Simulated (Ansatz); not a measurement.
# Nickel, diamond under RPBE: structure, energy and stiffness, part 2 of 3

The plan for nickel in the diamond structure: relax it, solve it on a dense k-mesh, then scale the cell to 7 volumes from 88 to 112 % of the relaxed one and try a fit of the equation of state. The start is antiferromagnetic. The k-meshes are 11×11×11 for the relaxation; 17×17×17 for the dense run; 12×12×12 for the volumes.

Ansatz 0.2.0; DFT, RPBE, plane waves (420 eV) with PAW, scalar-relativistic.

### Step 3. Single point on a dense mesh

This is Ni in the diamond structure; at room conditions it is fcc.

File input.yaml:

```yaml
crystal:
  lattice:
    - [0.0, 2.5819774972, 2.5819774972]
    - [2.5819774972, 0.0, 2.5819774972]
    - [2.5819774972, 2.5819774972, 0.0]
  atoms:
    - { symbol: Ni, position: [0.125, 0.125, 0.125], spin: -0.857 }
    - { symbol: Ni, position: [0.875, 0.875, 0.875], spin: -0.857 }
hamiltonian:
  xc: rpbe
  pseudopotentials:
    kind: paw
    azcp:
      Ni: "pseudopotentials/Ni.paw.azcp"
basis:
  ecutwfc: 420
  fft_grid_basis: typed
kpoints:
  mp_grid: { grid: [17, 17, 17], shift: [0, 0, 0] }
magnetization:
  spin_polarized: true
scf:
  occupations: { method: fermi_dirac, width: 0.05 }
output:
  write_density: true
  write_potential: true
  elf: true
  volumetric_format: npy
```

Output:

```text
Warning: RAYON_NUM_THREADS=2 ignored (pool sized by the plan → 2); use --threads N
Engine: ansatz 0.2.0, aarch64-unknown-linux-gnu
Pseudopotentials: kind: paw
Pseudopotential: Ni, paw, valence charge 18, recommended cutoff 420 eV (normal), <dir>
Functional definition: RPBE
  parameter kappa = 0.804
  parameter beta = 0.06672455060314922
  exchange = rpbe_x(kappa = kappa, mu = beta*pi^2/3)
  correlation = pbe_c(beta = beta)
Crystal: 2 atoms, lattice volume = 34.426 Å³
Basis set: ecut = 420 eV, 645 PW (Γ)
Bands: 23, of which v1, the nominal top of the filled ones, is band 18 counted from 1 (17 counted from 0)
Symmetry: 48 space group operations
Space group: Fd-3m (ITA 227), of the structure as read, at distance tolerance 3.3e-5 Å
Magnetic group: BNS 227.128 (UNI 1630), of the structure as read, at distance tolerance 3.3e-5 Å
k-points: 165 of 4913
Non-local potential: Ni, projectors of the file, l = 0: 3, l = 1: 2, l = 2: 3, l = 3: 1
PAW form: soft (Blöchl's): semilocal exchange-correlation on the pseudo side does not see the compensation charge
PAW frozen core: Ni, regenerated for the run's functional, and the local potential with it (the file was generated under x = pbe(κ = 0.804, μ = 0.2195149727645171), c = pbe(β = 0.06672455060314922))
PAW one-centre angular grid: Ni, 590 points (default); XC on 64 Gauss nodes
Initial density: superposition of atomic densities (chi_scale 0.1, normalization cell)
Starting moments: Σ|m| = 1.714 μB on 2 of 2 sites
Initial wavefunctions: pseudopotential atomic-orbital guess
Functional: x = rpbe, c = pbe(β = 0.06672455060314922)
iter 1 solved again at ethr=5.16e-4 eV; its pass at ethr=3.10e-3 eV (dr2=1.86e-1 eV) is discarded
SCF iter   1: F=—  HF=-11684.913031 eV  |F-HF|=—  |Δ(HF+E_count)|=         —  Δρ=4.15e-2 (↑3.31e-2 ↓4.15e-2)  dr2=1.87e-1  dr2_m=3.87e-1  M=-1.976 μB ∫|m|=2.087 μB  β_m=0.30  ethr=5.16e-4  ⟨swp⟩=1.0  Hψ=39575  notcnv=0
Mixer restart at iter 1: flushing history
preconditioner: auto → Kerker (q_TF=auto, 2.749 Å⁻¹)  [metal: Δε(μ)=0.009 eV  Ē_g=6.794 eV  σ=0.050 eV  W_gap=0.05  n_scr=14 (ndim 8)  ℏωp=28.3 eV  f_vac=0.006  D(μ)=3.44/eV (n_scr^D=58)]
spin=Collinear: Kerker preconditioning applied to the charge; magnetization (m = ρ↑ − ρ↓) channel mixes plain (no charge-response kernel on spin).
SCF iter   2: F=—  HF=-11685.666694 eV  |F-HF|=—  |Δ(HF+E_count)|=   7.54e-1  Δρ=3.23e-2 (↑1.27e-2 ↓3.23e-2)  dr2=3.23e-1  dr2_m=1.02e-1  M=-1.841 μB ∫|m|=1.982 μB  β_m=0.55  ethr=5.16e-4  ⟨swp⟩=2.0  Hψ=8907  notcnv=0
SCF iter   3: F=—  HF=-11686.826091 eV  |F-HF|=—  |Δ(HF+E_count)|=    1.16e0  Δρ=1.14e-2 (↑1.09e-2 ↓1.14e-2)  dr2=2.09e-1  dr2_m=2.09e-3  M=-1.704 μB ∫|m|=1.887 μB  β_m=0.77  ethr=5.16e-4  ⟨swp⟩=3.5  Hψ=14717  notcnv=0
SCF iter   4: F=—  HF=-11687.225679 eV  |F-HF|=—  |Δ(HF+E_count)|=   4.00e-1  Δρ=3.00e-2 (↑3.00e-2 ↓1.97e-2)  dr2=6.11e-1  dr2_m=9.95e-3  M=-1.585 μB ∫|m|=1.782 μB  β_m=0.61  ethr=5.16e-4  ⟨swp⟩=2.5  Hψ=14776  notcnv=0  recentre
SCF iter   5: F=—  HF=-11687.213362 eV  |F-HF|=—  |Δ(HF+E_count)|=   1.23e-2  Δρ=6.36e-3 (↑6.36e-3 ↓4.61e-3)  dr2=2.12e-2  dr2_m=3.28e-4  M=-1.628 μB ∫|m|=1.840 μB  β_m=0.83  ethr=5.16e-4  ⟨swp⟩=3.1  Hψ=15317  notcnv=0
SCF iter   6: F=—  HF=-11687.208635 eV  |F-HF|=—  |Δ(HF+E_count)|=   4.73e-3  Δρ=1.64e-3 (↑1.49e-3 ↓1.64e-3)  dr2=5.41e-3  dr2_m=1.39e-4  M=-1.612 μB ∫|m|=1.832 μB  β_m=0.92  ethr=5.88e-5  ⟨swp⟩=2.8  Hψ=15630  notcnv=0  defer=1
SCF iter   7: F=—  HF=-11687.209008 eV  |F-HF|=—  |Δ(HF+E_count)|=   3.73e-4  Δρ=1.82e-3 (↑1.82e-3 ↓4.75e-4)  dr2=7.52e-4  dr2_m=2.36e-4  M=-1.611 μB ∫|m|=1.837 μB  β_m=0.96  ethr=1.50e-5  ⟨swp⟩=2.0  Hψ=12370  notcnv=0  defer=1
SCF iter   8: F=—  HF=-11687.209115 eV  |F-HF|=—  |Δ(HF+E_count)|=   1.07e-4  Δρ=5.62e-4 (↑5.62e-4 ↓1.23e-4)  dr2=6.96e-5  dr2_m=2.38e-5  M=-1.611 μB ∫|m|=1.838 μB  β_m=0.98  ethr=2.09e-6  ⟨swp⟩=2.3  Hψ=10744  notcnv=0  defer=1
SCF iter   9: F=—  HF=-11687.209131 eV  |F-HF|=—  |Δ(HF+E_count)|=   1.62e-5  Δρ=3.45e-5 (↑1.37e-5 ↓3.45e-5)  dr2=6.29e-7  dr2_m=4.99e-8  M=-1.611 μB ∫|m|=1.838 μB  β_m=0.99  ethr=1.93e-7  ⟨swp⟩=2.0  Hψ=10852  notcnv=0  defer=1
SCF iter  10: F=—  HF=-11687.209132 eV  |F-HF|=—  |Δ(HF+E_count)|=   5.10e-7  Δρ=7.03e-6 (↑7.03e-6 ↓5.95e-6)  dr2=3.55e-8  dr2_m=1.96e-10  M=-1.611 μB ∫|m|=1.839 μB  β_m=0.99  ethr=1.75e-9  ⟨swp⟩=2.0  Hψ=12090  notcnv=0  defer=1
SCF iter  11: F=-11687.209132 eV  HF=-11687.209132 eV  |F-HF|=7.59e-10  |Δ(HF+E_count)|=   1.26e-8  Δρ=1.92e-6 (↑1.92e-6 ↓6.92e-7)  dr2=1.50e-9  dr2_m=1.45e-10  M=-1.611 μB ∫|m|=1.839 μB  ethr=9.87e-11  ⟨swp⟩=1.5  Hψ=20877  notcnv=0
SCF 1 converged in 11 iterations: F = -11687.209132 eV  dr2 = 1.50e-9
the search or the solves at the SCF's close seem to have found levels that the self-consistency loop had missed (the run counts 1). By its estimate they hold under 1e-12 electrons; where the run keeps them, the occupations were computed again with them
SCF converged after 11 iterations
Magnetization: -1.6113 μB (17.1943 up, 18.8057 down)
Absolute magnetization: 1.8399 μB (∫|ρ↑−ρ↓|, with the PAW one-centre terms)
Spin contamination: 0.0263 ħ² per cell (⟨S²⟩ above its minimum at these occupations)
Per-site moments (μB) at R_I (Å): [(-0.8523045883453553, 0.9223739681371728), (-0.8523045883453548, 0.9223739681371728)]
Free energy (F): -11687.209132 eV
Harris-Foulkes:  -11687.209132 eV  (|F-HF|=7.59e-10)
Internal energy: -11687.178652 eV  (E = F + TS)
E sigma→0 (E₀):  -11687.193892 eV
Entropy (-TS):   -0.030480 eV (-15.240 meV/atom)
Fermi energy:    10.050507 eV
--- Per-component energies (eV) ---
  E_band       = -858.465030
  E_kinetic    = 561.375879
  E_local      = -9012.446873  (includes V_loc(G=0)·N_el)
  E_nonlocal   = 1278.440390
  E_hartree    = 3794.202167
  E_xc         = -165.566379
  E_vxc        = -212.742337  (∫ρ·V_xc dr)
  E_paw        = -3276.278770  (= ΣΔE_a)
  E_vpaw       = -1061.492806  (= ΣTr[D̂ρ^β])
  E_aug_tail   = 0.001061  (compensation charges beyond the density's cutoff)
  E_ewald      = -4866.817435
  E_core_change = -0.088691  (= ΣΔE_core)
  E_smearing   = -0.030480  (= −TS)
  E_closure    = -0.000000  (closes the sum)
  Σ components = -11687.209132   (vs F -11687.209132, Δ=0.00e0)
--- Band table (eV; the first three rows and the last of 330) ---
  k-point 0 ↑: bands = ["-92.8255", "-92.7385", "-53.2162", "-53.2162", "-53.2162", "-53.0283", "-53.0283", "-53.0283", "3.5997", "7.7160", "7.7160", "7.7595", "7.7595", "7.7595", "9.2161", "9.2161", "9.2161", "10.1548", "10.1548", "21.4219", "21.4219", "21.4219", "22.0436"]
  k-point 1 ↑: bands = ["-92.8249", "-92.7391", "-53.2169", "-53.2169", "-53.2159", "-53.0287", "-53.0276", "-53.0276", "3.6599", "7.6581", "7.6581", "7.7616", "7.8303", "7.8303", "9.1935", "9.2122", "9.2122", "10.1557", "10.1557", "20.1221", "20.9807", "20.9807", "22.5286"]
  k-point 2 ↑: bands = ["-92.8233", "-92.7407", "-53.2187", "-53.2187", "-53.2150", "-53.0299", "-53.0258", "-53.0258", "3.8391", "7.6024", "7.6024", "7.7687", "7.9205", "7.9205", "9.1277", "9.2051", "9.2051", "10.1570", "10.1570", "18.4645", "20.3867", "20.3867", "22.7295"]
  k-point 164 ↓: bands = ["-93.8461", "-93.8404", "-54.2860", "-54.2838", "-54.1695", "-54.1530", "-54.0379", "-54.0359", "6.5243", "6.5413", "7.1613", "7.1700", "7.6143", "7.7149", "7.9247", "8.0573", "9.3251", "9.3401", "10.9873", "11.6093", "12.4400", "13.0105", "22.8108"]
```

Wall time 11 s (2 threads of an Arm CPU, shared host); peak memory 0.45 GiB.

The maps below are laid out on this run's own conventional cell (a, b, c = 5.164, 5.164, 5.164 Å).

Density in a lattice plane of the grid's cell (edges 5.16 and 5.16 Å, at 0.125 of the third edge), which holds Ni. It is the smooth density of the valence electrons, not physical close to the nuclei.

Ten even steps from ' ' (0.04 e/Å³) to '@' (43.91 e/Å³):
```
                                                
                                                
                                                
                                                
                                                
                          ..::--::..            
                          ::**@@##::            
                          ::**@@**::            
                          ..::--::..            
                                                
                                                
                                                
                                                
                                                
                                                
  ..::--::..                                    
  ::**@@##::                                    
  ::**@@**::                                    
  ..::--::..                                    
                                                
```
Columns run along the first of these edges and rows up along the second, over one cell in 24 and 20 even steps from the bottom left corner. Atoms in the plane (fractional): Ni at (0.12, 0.12), Ni at (0.63, 0.63).

Spin density (up less down) in a lattice plane of the grid's cell (edges 5.16 and 5.16 Å, at 0.125 of the third edge), which holds Ni.

Ten even steps from ' ' (-2.57 e/Å³) to '@' (0.01 e/Å³):
```
@@@@@@@@@@@@@@@@@@@@@@@@@@@@@@@@@@@@@@@@@@@@@@@@
@@@@@@@@@@@@@@@@@@@@@@@@@@@@@@@@@@@@@@@@@@@@@@@@
@@@@@@@@@@@@@@@@@@@@@@@@@@@@@@@@@@@@@@@@@@@@@@@@
@@@@@@@@@@@@@@@@@@@@@@@@@@@@@@@@@@@@@@@@@@@@@@@@
@@@@@@@@@@@@@@@@@@@@@@@@@@@@@@@@@@@@@@@@@@@@@@@@
@@@@@@@@@@@@@@@@@@@@@@@@@@%%##**##%%@@@@@@@@@@@@
@@@@@@@@@@@@@@@@@@@@@@@@@@##--  ::##@@@@@@@@@@@@
@@@@@@@@@@@@@@@@@@@@@@@@@@##--  --##@@@@@@@@@@@@
@@@@@@@@@@@@@@@@@@@@@@@@@@%%##**##%%@@@@@@@@@@@@
@@@@@@@@@@@@@@@@@@@@@@@@@@@@@@@@@@@@@@@@@@@@@@@@
@@@@@@@@@@@@@@@@@@@@@@@@@@@@@@@@@@@@@@@@@@@@@@@@
@@@@@@@@@@@@@@@@@@@@@@@@@@@@@@@@@@@@@@@@@@@@@@@@
@@@@@@@@@@@@@@@@@@@@@@@@@@@@@@@@@@@@@@@@@@@@@@@@
@@@@@@@@@@@@@@@@@@@@@@@@@@@@@@@@@@@@@@@@@@@@@@@@
@@@@@@@@@@@@@@@@@@@@@@@@@@@@@@@@@@@@@@@@@@@@@@@@
@@%%##**##%%@@@@@@@@@@@@@@@@@@@@@@@@@@@@@@@@@@@@
@@##--  ::##@@@@@@@@@@@@@@@@@@@@@@@@@@@@@@@@@@@@
@@##--  --##@@@@@@@@@@@@@@@@@@@@@@@@@@@@@@@@@@@@
@@%%##**##%%@@@@@@@@@@@@@@@@@@@@@@@@@@@@@@@@@@@@
@@@@@@@@@@@@@@@@@@@@@@@@@@@@@@@@@@@@@@@@@@@@@@@@
```
Columns run along the first of these edges and rows up along the second, over one cell in 24 and 20 even steps from the bottom left corner. Atoms in the plane (fractional): Ni at (0.12, 0.12), Ni at (0.63, 0.63).

### Step 4. The cell scaled to 88 % of its volume

File input.yaml:

```yaml
crystal:
  lattice:
    - [0.0, 2.4742676501, 2.4742676501]
    - [2.4742676501, 0.0, 2.4742676501]
    - [2.4742676501, 2.4742676501, 0.0]
  atoms:
    - { symbol: Ni, position: [0.125, 0.125, 0.125], spin: -0.852 }
    - { symbol: Ni, position: [0.875, 0.875, 0.875], spin: -0.852 }
hamiltonian:
  xc: rpbe
  pseudopotentials:
    kind: paw
    azcp:
      Ni: "pseudopotentials/Ni.paw.azcp"
basis:
  ecutwfc: 420
  fft_grid_basis: typed
kpoints:
  mp_grid: { grid: [12, 12, 12], shift: [0, 0, 0] }
magnetization:
  spin_polarized: true
scf:
  occupations: { method: fermi_dirac, width: 0.05 }
  lower_state_search: "off"
output:
  stress: true
```

Output, cut to the lines that bear on the results:

```text
Warning: RAYON_NUM_THREADS=2 ignored (pool sized by the plan → 2); use --threads N
[...]
Pseudopotentials: kind: paw
Pseudopotential: Ni, paw, valence charge 18, recommended cutoff 420 eV (normal), <dir>
Functional definition: RPBE
[...]
Crystal: 2 atoms, lattice volume = 30.295 Å³
Basis set: ecut = 420 eV, 609 PW (Γ)
Bands: 23, of which v1, the nominal top of the filled ones, is band 18 counted from 1 (17 counted from 0)
Symmetry: 48 space group operations
[...]
Spin contamination: 0.0211 ħ² per cell (⟨S²⟩ above its minimum at these occupations)
Per-site moments (μB) at R_I (Å): [(-0.8291468408522739, 0.8838961893088084), (-0.8291468408522742, 0.8838961893088084)]
Free energy (F): -11687.049195 eV
[...]
E sigma→0 (E₀):  -11687.036220 eV
Entropy (-TS):   -0.025950 eV (-12.975 meV/atom)
Fermi energy:    12.065889 eV
[...]
--- Stress (GPa, compression-positive) ---
       13.958840      -0.000000       0.000000
        0.000000      13.958840       0.000000
       -0.000000      -0.000000      13.958840
  P = ⅓ Tr σ = 13.9588 GPa (139.588 kbar)
```

Run time: 3.9 s. Hardware: 2 threads of an Arm CPU, shared host; peak memory 0.32 GiB.

### Step 5. The cell scaled to 92 % of its volume

input.yaml, as its differences from that of step 4:

```diff
@@ -2,5 +2,5 @@
   lattice:
-    - [0.0, 2.4742676501, 2.4742676501]
-    - [2.4742676501, 0.0, 2.4742676501]
-    - [2.4742676501, 2.4742676501, 0.0]
+    - [0.0, 2.5112024633, 2.5112024633]
+    - [2.5112024633, 0.0, 2.5112024633]
+    - [2.5112024633, 2.5112024633, 0.0]
   atoms:
```

Output, cut to the lines that bear on the results:

```text
Warning: RAYON_NUM_THREADS=2 ignored (pool sized by the plan → 2); use --threads N
[...]
Pseudopotentials: kind: paw
Pseudopotential: Ni, paw, valence charge 18, recommended cutoff 420 eV (normal), <dir>
Functional definition: RPBE
[...]
Crystal: 2 atoms, lattice volume = 31.672 Å³
Basis set: ecut = 420 eV, 609 PW (Γ)
Bands: 23, of which v1, the nominal top of the filled ones, is band 18 counted from 1 (17 counted from 0)
Symmetry: 48 space group operations
[...]
Spin contamination: 0.0230 ħ² per cell (⟨S²⟩ above its minimum at these occupations)
Per-site moments (μB) at R_I (Å): [(-0.8360258026822227, 0.897090614996342), (-0.8360258026822227, 0.897090614996342)]
Free energy (F): -11687.143360 eV
[...]
E sigma→0 (E₀):  -11687.129536 eV
Entropy (-TS):   -0.027647 eV (-13.823 meV/atom)
Fermi energy:    11.334995 eV
[...]
--- Stress (GPa, compression-positive) ---
        8.181624       0.000000       0.000000
        0.000000       8.181624      -0.000000
       -0.000000       0.000000       8.181624
  P = ⅓ Tr σ = 8.1816 GPa (81.816 kbar)
```

It took 4.1 s on 2 threads of an Arm CPU, shared host; peak memory 0.32 GiB.

### Step 6. The cell scaled to 96 % of its volume

input.yaml, as its differences from that of step 5:

```diff
@@ -2,5 +2,5 @@
   lattice:
-    - [0.0, 2.5112024633, 2.5112024633]
-    - [2.5112024633, 0.0, 2.5112024633]
-    - [2.5112024633, 2.5112024633, 0.0]
+    - [0.0, 2.5470816316, 2.5470816316]
+    - [2.5470816316, 0.0, 2.5470816316]
+    - [2.5470816316, 2.5470816316, 0.0]
   atoms:
@@ -26 +26,5 @@
   stress: true
+  write_density: true
+  write_potential: true
+  elf: true
+  volumetric_format: npy
```

Output, cut to the lines that bear on the results:

```text
Warning: RAYON_NUM_THREADS=2 ignored (pool sized by the plan → 2); use --threads N
[...]
Pseudopotentials: kind: paw
Pseudopotential: Ni, paw, valence charge 18, recommended cutoff 420 eV (normal), <dir>
Functional definition: RPBE
[...]
Crystal: 2 atoms, lattice volume = 33.049 Å³
Basis set: ecut = 420 eV, 645 PW (Γ)
Bands: 23, of which v1, the nominal top of the filled ones, is band 18 counted from 1 (17 counted from 0)
Symmetry: 48 space group operations
[...]
Free energy (F): -11687.193296 eV
[...]
E sigma→0 (E₀):  -11687.178614 eV
Entropy (-TS):   -0.029364 eV (-14.682 meV/atom)
Fermi energy:    10.667260 eV
[...]
--- Stress (GPa, compression-positive) ---
        3.625518       0.000000       0.000000
        0.000000       3.625518      -0.000000
       -0.000000      -0.000000       3.625518
  P = ⅓ Tr σ = 3.6255 GPa (36.255 kbar)
--- Band table (eV; the first three rows and the last of 144) ---
[... band rows left out ...]
[...]
```

Run time: 5.2 s. Hardware: 2 threads of an Arm CPU, shared host; peak memory 0.33 GiB.

### Step 7. The cell scaled to 100 % of its volume

input.yaml, as its differences from that of step 6:

```diff
@@ -2,5 +2,5 @@
   lattice:
-    - [0.0, 2.5470816316, 2.5470816316]
-    - [2.5470816316, 0.0, 2.5470816316]
-    - [2.5470816316, 2.5470816316, 0.0]
+    - [0.0, 2.5819774972, 2.5819774972]
+    - [2.5819774972, 0.0, 2.5819774972]
+    - [2.5819774972, 2.5819774972, 0.0]
   atoms:
```

Output, cut to the lines that bear on the results:

```text
Warning: RAYON_NUM_THREADS=2 ignored (pool sized by the plan → 2); use --threads N
[...]
Pseudopotentials: kind: paw
Pseudopotential: Ni, paw, valence charge 18, recommended cutoff 420 eV (normal), <dir>
Functional definition: RPBE
[...]
Crystal: 2 atoms, lattice volume = 34.426 Å³
Basis set: ecut = 420 eV, 645 PW (Γ)
Bands: 23, of which v1, the nominal top of the filled ones, is band 18 counted from 1 (17 counted from 0)
Symmetry: 48 space group operations
[...]
Free energy (F): -11687.208373 eV
[...]
E sigma→0 (E₀):  -11687.192819 eV
Entropy (-TS):   -0.031108 eV (-15.554 meV/atom)
Fermi energy:    10.054680 eV
[...]
--- Stress (GPa, compression-positive) ---
        0.026024      -0.000000       0.000000
       -0.000000       0.026024       0.000000
        0.000000       0.000000       0.026024
  P = ⅓ Tr σ = 0.0260 GPa (0.260 kbar)
--- Band table (eV; the first three rows and the last of 144) ---
[... band rows left out ...]
[...]
```

Wall time 6.1 s (2 threads of an Arm CPU, shared host); peak memory 0.34 GiB.

(Part 2 of 3 ends here.)
